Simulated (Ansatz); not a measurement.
Take GeO2 in the rutile structure (space group P4_2/mnm, No. 136; a = 4.488 Å, c = 2.905 Å) as the base. Axes: x, y, z lie along a, b, c of the conventional cell.

Method: DFT with PBE, PAW potentials and a 420 eV plane-wave cutoff in Ansatz (an electronic-structure program), spin-orbit coupling left out.

Perturbation: a pure shear with ε_xz = ε_zx = -0.0205; the atoms relax in the strained cell.

**Question.** Predict the stress tensor and what it implies for the stiffness.

**Answer.** Stress of the strained cell less that of the base (GPa, compression positive):
```
   0.30    0.00    5.32
   0.00    0.30    0.00
   5.32    0.00    0.24
```

Then −Δσ/γ with γ = 2ε = -0.0410 gives secant stiffness values (nonlinear terms included at this strain): C55 ≈ 130 GPa.

As a check, the harmonic strain energy −½ V₀ Δσ:ε is 6.6 meV/atom; the computed energy rise is 6.7 meV/atom.

No phonon test of stability was made.
